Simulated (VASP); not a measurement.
# A VASP 6.6.1 single-point calculation on CdS

INCAR

```
GGA = RP
LCHARG = .FALSE.
LREAL = .FALSE.
PREC = Accurate
NELM = 67
NSW = 0
IBRION = -1
ENCUT = 520
LASPH = .TRUE.
ISMEAR = -1
NBANDS = 16
SIGMA = 0.02
LWAVE = .FALSE.
EDIFF = 1E-7
ISIF = 2
```

KPOINTS

```
KPOINTS created by Atomic Simulation Environment
0
Gamma
8 8 8
0 0 0
```

POSCAR

```
Cd S
 1.0000000000000000
     0.0000000000000000    2.9098226945999999    2.9816746224999999
     2.9098226945999999    0.0000000000000000    2.9816746224999999
     2.9098226945999999    2.9098226945999999    0.0000000000000000
 Cd  S
   1   1
Cartesian
  0.0000000000000000  0.0000000000000000  0.0000000000000000
  1.4549113472999999  1.4549113472999999  1.4908373112500000
```

The recommended PBE PAW datasets give the neutral cell 18 valence electrons.

Command

```
mpirun -np 1 vasp_std
```

Question: Predict the outcome of this run.

Answer: It converged. Results: gap between bands v and c on the k mesh 1.27 eV; least direct gap on the k mesh 1.27 eV; pressure 4.2 GPa. Band v is the last that the valence electrons fill when counted band by band, and c is the next.

OSZICAR

```
N       E                     dE             d eps       ncg     rms          rms(c)
DAV:   1     0.110769721459E+03    0.11077E+03   -0.91502E+03  1920   0.103E+03
DAV:   2    -0.172236859206E+01   -0.11249E+03   -0.10628E+03  2312   0.256E+02
DAV:   3    -0.599190190278E+01   -0.42695E+01   -0.42620E+01  2360   0.520E+01
DAV:   4    -0.601780882221E+01   -0.25907E-01   -0.25904E-01  2408   0.396E+00
DAV:   5    -0.601816167888E+01   -0.35286E-03   -0.35285E-03  2336   0.438E-01    0.833E+00
DAV:   6    -0.548873468382E+01    0.52943E+00   -0.82388E-01  2816   0.109E+01    0.669E+00
DAV:   7    -0.547184678096E+01    0.16888E-01   -0.22131E-01  2328   0.319E+00    0.326E+00
DAV:   8    -0.547616659580E+01   -0.43198E-02   -0.20244E-02  2224   0.177E+00    0.371E-01
DAV:   9    -0.547670395133E+01   -0.53736E-03   -0.24366E-03  2264   0.682E-01    0.667E-02
DAV:  10    -0.547705483454E+01   -0.35088E-03   -0.37830E-04  2312   0.179E-01    0.764E-02
DAV:  11    -0.547729953792E+01   -0.24470E-03   -0.50988E-04  2128   0.145E-01    0.313E-02
DAV:  12    -0.547729041920E+01    0.91187E-05   -0.27673E-05  2248   0.656E-02    0.138E-02
DAV:  13    -0.547729551236E+01   -0.50932E-05   -0.11237E-05  2224   0.184E-02    0.143E-02
DAV:  14    -0.547729507117E+01    0.44119E-06   -0.11812E-06  2544   0.741E-03    0.818E-03
DAV:  15    -0.547729507644E+01   -0.52737E-08   -0.12876E-07  2144   0.254E-03
   1 F= -.54772951E+01 E0= -.54772951E+01  d E =-.276354E-11
```

For comparison, a separate PBE run of the intended cell, on usual settings and not on those above, gives a gap of 1.09 eV on its mesh and a pressure of 2.0 GPa.
